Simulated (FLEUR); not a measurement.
BeSe: equation of state with LDA

BeSe:

```
CELL_PARAMETERS angstrom
0.00000 2.53500 2.53500
2.53500 0.00000 2.53500
2.53500 2.53500 0.00000
ATOMIC_POSITIONS crystal
Se 0.75000 0.75000 0.75000
Be 0.00000 0.00000 0.00000
```

```yaml
Program: FLEUR MaX-R8.1 (later development tree)
Task: equation of state
Functional: LDA
Potentials_or_basis: all-electron
Basis: FLAPW
Kmax: 4.64 1/bohr
k_mesh: 9 × 9 × 9
Occupations: fermi-dirac, width 0.05 eV
Spin: no spin polarisation
Gmax: 14.4 1/bohr
Muffin-tin_radii: Se 2.11, Be 1.61 bohr
lmax: Se 9, Be 8
lnonsphr: Se 9, Be 8
Local_orbitals_a_species: Se 4, Be 3
```

```
Equilibrium volume                      : 16.39 Å³/atom
Bulk modulus                            : 84 GPa
Pressure derivative of the bulk modulus : 4.1 (rough: it moves with the points fitted)
```

Energy against volume, from the lowest point:
```
volume (Å³/atom)  energy (meV/atom)
          15.313              20.52
          15.639               9.54
          16.290               0.00
          16.942               4.51
          17.268              11.18
```
